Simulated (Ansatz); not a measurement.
# SiC16: the cost of one run

Program: Ansatz 0.2.0. Level of theory: DFT PBE+D3(BJ), scalar-relativistic, plane waves, PAW. These are calculated values, not measurements.

### 1 The system as given

Symmetry: C2/m, No. 12, monoclinic system. Conventional cell: a = 4.269 Å, b = 2.465 Å, c = 3.661 Å, α = 90.00°, β = 112.72°, γ = 90.00°. Around C (site symmetry m) lie 3 C at 1.42 Å.

Cell or atoms stand a little off a more symmetric structure (R-3m at a tolerance of 0.3 Å), so results at this geometry aren't those of that ideal crystal.

As a file:

```xyz
2
Lattice="2.1347 -1.2325 -0.0092 2.1347 1.2325 -0.0092 -1.3991 0.0000 3.3829" Properties=species:S:1:pos:R:3 pbc="T T T"
C     3.5578    0.0000   -0.0150
C    -0.6875    0.0000    3.3794
```

It goes back to an entry of the Materials Project, which need not be the stable form.

This cell was relaxed beforehand with the same method: volume 8.88 Å³/atom, gap on the mesh 0.69 eV.

### 2 Plan of the scan

Atoms count from 1 in the order of the input.

Si is moved over the surface cell at a fixed height above a rigid substrate; the origin of the map has the adsorbate above C15; the height is held at 3.10 Å.

First coordinate, position of Si17 along the first surface vector, from above C15: 6 values from 0.000 to 0.833, periodic. Second coordinate, position of Si17 along the second surface vector, from above C15: 6 values from 0.000 to 0.833, periodic.

Nothing else is relaxed. Points are written as (first, second).

The two vectors of the plane (Å): (2.465, 0.000, 0.000); (0.000, 4.422, 0.000).

### 3 Grid point (3/6, 0/6) of the map's two axes

A dipole layer in the vacuum cancels the field that periodic copies would set up if the slab's two faces differ.

File input.yaml:

```yaml
crystal:
  lattice:
    - [4.9298676323, 0.0, 0.0]
    - [0.0, 4.4224271195, 0.0]
    - [0.0, 0.0, 22.693749791]
  atoms:
    - { symbol: C, position: [0.25, 0.4155274488, 0.1762599851] }
    - { symbol: C, position: [0.75, 0.4155274488, 0.1762599851] }
    - { symbol: C, position: [0.0, 0.519558491, 0.2001803947] }
    - { symbol: C, position: [0.5, 0.519558491, 0.2001803947] }
    - { symbol: C, position: [0.0, 0.7272227621, 0.2480852155] }
    - { symbol: C, position: [0.5, 0.7272227621, 0.2480852155] }
    - { symbol: C, position: [0.25, 0.8312538043, 0.2720056251] }
    - { symbol: C, position: [0.75, 0.8312538043, 0.2720056251] }
    - { symbol: C, position: [0.25, 0.0442051686, 0.3198734326] }
    - { symbol: C, position: [0.75, 0.0442051686, 0.3198734326] }
    - { symbol: C, position: [0.0, 0.1500808487, 0.3425973485] }
    - { symbol: C, position: [0.5, 0.1500808487, 0.3425973485] }
    - { symbol: C, position: [0.0, 0.3779776253, 0.3900566375] }
    - { symbol: C, position: [0.5, 0.3779776253, 0.3900566375] }
    - { symbol: C, position: [0.25, 0.4764186278, 0.4095290499] }
    - { symbol: C, position: [0.75, 0.4764186278, 0.4095290499] }
    - { symbol: Si, position: [0.5, 0.4764186278, 0.5461305384], spin: 2.0 }
basis:
  ecutwfc: 420
kpoints:
  mp_grid: { grid: [6, 6, 1] }
hamiltonian:
  xc: pbe
  pseudopotentials: { kind: paw, azcp: { folder: soft_1 } }
  dispersion: d3bj
scf:
  occupations: { method: gaussian, width: 0.05 }
output:
  forces: true
  eigenvalues: true
  populations: true
magnetization:
  spin_polarized: true
efield:
  axis: 3
  dipole_correction: true
  ramp_width: 0.04
```

Command:

```bash
ansatz run input.yaml --threads 2 --pin off --max-ram 6144MiB --backend cpu --events-out ev --progress --plain --runs-dir out
```

What time and memory should one allow on 2 threads of AMD EPYC 9R45 (Zen 5), shared host?

About 38 s, with a peak of 1.1 GiB.
